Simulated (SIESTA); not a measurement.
## ZrSe2: single point with PBE

ZrSe2:

```
CELL_PARAMETERS angstrom
3.79800 0.00000 0.00000
-1.89900 3.28916 0.00000
0.00000 0.00000 6.19200
ATOMIC_POSITIONS crystal
Zr 0.00943 0.99966 0.99984
Se 0.66955 0.32722 0.74845
Se 0.33833 0.67539 0.25180
```

The cell isn't the ideal one: atoms moved at random, drawn with an rms of 0.05 Å.

```
Program             : SIESTA 5.4.2
Task                : single point
Functional          : PBE
Potentials or basis : PseudoDojo 0.4 standard (PBE files)
Basis               : DZP (energy shift 0.002 Ry)
Grid cutoff         : 800 Ry
Energy shift        : 0.002 Ry
k mesh              : 8 × 8 × 5
Occupations         : fermi-dirac, width 0.05 eV
Spin                : no spin polarisation
```

* Pressure: 4.0 GPa
* Largest force: 0.530 eV/Å
* Band gap on the k mesh: 0.29 eV, indirect (least direct gap 0.87 eV)

Forces on the atoms (eV/Å):
```
Zr  -0.082  0.017  0.010
Se  -0.030  0.153 -0.499
Se   0.112 -0.169  0.489
```

Stress tensor (GPa, compression positive):
```
 3.89 -0.17  0.43
-0.17  3.08 -1.00
 0.43 -1.00  5.18
```

Levels at points of the mesh, in eV from the valence-band top:
```tsv
k point	band 18	band 19	band 20	band 21	band 22	band 23	band 24	band 25	band 26	band 27
(0.00, 0.00, 0.00)	-2.95	-2.92	-0.10	-0.06	0.00	0.87	0.92	1.49	4.27	4.42
(0.50, 0.00, 0.00)	-3.10	-2.80	-2.67	-2.24	-1.48	0.49	2.23	2.60	4.84	5.00
(0.00, 0.50, 0.00)	-3.15	-2.86	-2.72	-2.17	-1.48	0.53	2.24	2.61	4.77	5.06
(0.50, 0.50, 0.00)	-3.07	-2.75	-2.64	-2.28	-1.49	0.47	2.23	2.59	4.88	4.97
```

Wall time 60 s on 1 thread of Arm Neoverse V2 (shared host), peak memory 0.42 GiB.

Caveat: semicore shells carry a single zeta, which can move pressures by several GPa and volumes by a few percent; an odd mesh through Γ misses points on the zone boundary, where band edges often lie; the basis of atomic orbitals isn't converged, which shifts pressures, moduli and gaps.
